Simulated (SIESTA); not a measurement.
# InAs under changes of volume

One of the cells (23.821 Å³/atom); the others are scaled copies at fixed shape and fractional positions:

```
CELL_PARAMETERS angstrom
0.00000 2.87730 2.87730
2.87730 0.00000 2.87730
2.87730 2.87730 0.00000
ATOMIC_POSITIONS crystal
In 0.50000 0.50000 0.50000
As 0.00000 0.00000 0.00000
```

Measurements of this composition are mostly on another form, of space group No. 216.

```yaml
Program: SIESTA 5.4.2
Functional: PBEsol
Potentials_or_basis: PseudoDojo 0.4 standard (PBEsol files)
Basis: DZP (energy shift 0.003 Ry; two zetas on semicore shells)
Grid_cutoff: 500 Ry
Energy_shift: 0.003 Ry
k_mesh: 8 × 8 × 8
Occupations: fermi-dirac, width 0.05 eV
Spin: no spin polarisation
```

```csv
volume (Å³/atom),energy over the lowest point (meV/atom),pressure (GPa)
22.392,?,?
22.868,0.00,-0.2
23.344,2.46,-1.5
23.821,8.51,-2.5
24.297,17.51,-3.5
24.774,29.54,-4.5
25.250,44.39,-5.4
```

What does the run at 22.392 Å³/atom give?

Energy over the lowest point 1.59 meV/atom; pressure 1.3 GPa.

Worked out: A Birch-Murnaghan fit of order 3 (a polynomial in V^(-2/3)) to the other rows has its minimum at 22.76 Å³/atom, just outside them, with B0 = V·E''(V) = 59 GPa (rough, since the energies scatter). It gives 1.03 meV/atom at 22.392 Å³/atom, against the run's 1.59, and -dE/dV = 1.0 GPa, against 1.3.

Energies are extrapolated to zero smearing.

Caveats: the basis of atomic orbitals isn't converged, which shifts pressures, moduli and gaps.
